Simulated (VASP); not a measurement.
# PbS: optical spectrum of independent particles, by functional

PbS, Cmc2_1 (no. 36), 4 atoms in the cell.

| Functional | ε at zero frequency, electronic | Mean energy of the absorption, weighted by Im ε (eV) | Direct gap on the mesh (eV) | Time (s) |
|---|---|---|---|---|
| r2SCAN | 10.32 | 5.18 | 1.20 | 145 |
| TB-mBJ | 8.58 | 5.58 | 1.39 | 119 |

Limits: The 8×8×4 mesh is coarse for a spectrum: peaks stand apart that a denser mesh merges, and ε at zero frequency can be far too high; spin-orbit coupling is left out, which can matter with atoms this heavy; the pull between electron and hole is left out; row 1: the onset follows the functional's gap, which semilocal functionals usually make too small; ε is the mean of a tensor that differs by direction.

## Input of the first row

INCAR:
```
SYSTEM = PbS
ALGO = Normal
CSHIFT = 0.1
EDIFF = 1E-7
ENCUT = 300
ISMEAR = 0
KPAR = 4
LASPH = .True.
LCHARG = .False.
LMIXTAU = .True.
LOPTICS = .True.
LWAVE = .True.
METAGGA = R2SCAN
NBANDS = 44
NEDOS = 2000
PREC = Accurate
SIGMA = 0.02
```

KPOINTS:
```
k-points
0
Gamma
  8 8 4
```

POSCAR:
```
PbS
1.0
    2.0569418400     -3.5658292650      0.0000000000
    2.0569418400      3.5658292650      0.0000000000
    0.0000000000      0.0000000000      7.5599447400
Pb S
2 2
Direct
    0.9989683400      0.0010316600      0.0132681900
    0.0010316600      0.9989683400      0.5132681900
    0.3328545200      0.6671454800      0.8075318100
    0.6671454800      0.3328545200      0.3075318100
```

Commands:
```
cat potpaw_PBE.64/Pb_d/POTCAR potpaw_PBE.64/S/POTCAR > POTCAR
mpirun -np 4 vasp_std > vasp.out
```

VASP 6.6.1 took 145 s on 4 cores (AMD EPYC 9R45 (Zen 5)), a shared host.
